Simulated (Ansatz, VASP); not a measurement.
# One calculation of PbS, two programs

Contents of INCAR:

```
SYSTEM = PbS
PREC = Accurate ; ENCUT = 600
EDIFF = 1E-7 ; ISMEAR = -1
SIGMA = 0.05 ; LREAL = .False.
LASPH = .True. ; NELM = 60
ALGO = Normal ; ISIF = 3
LWAVE = .False. ; LCHARG = .False.
GGA = B5 ; ALDAX = 1.0
AGGAX = 1.0 ; AGGAC = 1.0
ALDAC = 0.0 ; IBRION = 2
NSW = 60 ; EDIFFG = -0.01
```

File KPOINTS:

```
Automatic mesh
0
Gamma
  8 8 7
  0 0 0
```

POSCAR

```
PbS
1.0
    4.0896976867      0.0000000000      0.0000000000
   -2.0448488433      3.5417820905      0.0000000000
    0.0000000000      0.0000000000      3.7881670000
Pb S
1 1
Direct
    0.0000000000      0.0000000000      0.0000000000
    0.6666666667      0.3333333333      0.5000000000
```

File input.yaml:

```yaml
crystal:
  lattice:
    - [4.0896976867, 0.0, 0.0]
    - [-2.0448488433, 3.5417820905, 0.0]
    - [0.0, 0.0, 3.788167]
  atoms:
    - { symbol: Pb, position: [0.0, 0.0, 0.0] }
    - { symbol: S, position: [0.6666666667, 0.3333333333, 0.5] }
hamiltonian:
  xc: blyp
  pseudopotentials: { kind: paw }
kpoints:
  mp_grid: { grid: [8, 8, 7] }
scf:
  occupations: { method: fermi_dirac, width: 0.05 }
output:
  forces: true
  stress: true
  eigenvalues: true
  write_density: true
  write_potential: true
  elf: true
  volumetric_format: npy
relax:
  f_tol: 0.01
  max_steps: 40
  cell: { stress_tol: 0.05 }
```

Measurements of this composition are mostly on another form, of space group No. 225.

Alike in both runs: task relaxation of cell and atoms; functional BLYP; k mesh 8 × 8 × 7; occupations fermi-dirac, width 0.05 eV; no spin polarisation.

|  | VASP | Ansatz |
| --- | --- | --- |
| version | VASP 6.6.1 | Ansatz 0.2.0 |
| potentials or method | VASP PAW PBE potentials, release 64 (Pb_d, S) | Ansatz PAW |
| plane-wave cutoff (eV) | 600 | 420 |
| valence electrons in the cell | 20 | 20 |

Ansatz gave:

* gap on the k mesh at the Fermi level, each at its own relaxed structure (eV): 0.53
* relaxed volume (Å³/atom): 29.34
* relaxed cell length with the largest relative difference (Å): 3.853
* energy change over the relaxation (meV/atom): -19

Task: Which values does VASP return?

Result: gap on the k mesh at the Fermi level, each at its own relaxed structure (eV): 0.52; relaxed volume (Å³/atom): 29.38; relaxed cell length with the largest relative difference (Å): 3.856; energy change over the relaxation (meV/atom): -20.

Caveats: spin-orbit coupling is left out, which as a rule narrows the gap of such compounds by several tenths of an eV; the PAW data sets were made with another functional, which shifts forces and pressure a little (VASP); an odd mesh through Γ misses points on the zone boundary, where band edges often lie (VASP); odd divisions of the mesh miss points on the zone boundary, where band edges often lie, so the gap on the mesh can be too wide (Ansatz); the plane-wave basis is chosen anew once the cell has moved, so the energies of steps on either side of that aren't comparable (Ansatz); the PAW data sets come from PBE, with cores solved anew for the run's functional, which leaves a small shift of forces and pressure (Ansatz).
